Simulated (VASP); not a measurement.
Here is a VASP 6.6.1 calculation.

Contents of INCAR:

```
SYSTEM = MnS
  PREC = Accurate
  ENCUT = 520
  EDIFF = 1E-6
  ISMEAR = 0
  SIGMA = 0.05
  LREAL = .FALSE.
  LASPH = .TRUE.
  NELM = 150
  ALGO = Fast
  ISIF = 2
  LWAVE = .FALSE.
  LCHARG = .FALSE.
  ISPIN = 2
  MAGMOM = 5 0
  LORBIT = 11
  LMAXMIX = 4
  GGA = PE
  NBANDS = 20
```

File KPOINTS:

```
regular mesh
0
G
  10 10 10
  0 0 0
```

POSCAR

```
MnS
1.0
    0.0000000000      2.8000000000      2.8000000000
    2.8000000000      0.0000000000      2.8000000000
    2.8000000000      2.8000000000      0.0000000000
Mn S
1 1
Direct
    0.0000000000      0.0000000000      0.0000000000
    0.2500000000      0.2500000000      0.2500000000
```

Potentials or basis: VASP PAW PBE potentials, release 64 (Mn_pv, S).

The run is started by

```console
$ cat potpaw_PBE.64/Mn_pv/POTCAR potpaw_PBE.64/S/POTCAR > POTCAR
$ mpirun -np 1 vasp_std > vasp.out
```

Task: What does it give for the pressure?

Result: 1.2 GPa.

Task: Predict the net moment.

Result: 4.93 μB per cell.

Caveat: a cell with one magnetic atom can't hold antiferromagnetic order, which such compounds often take.
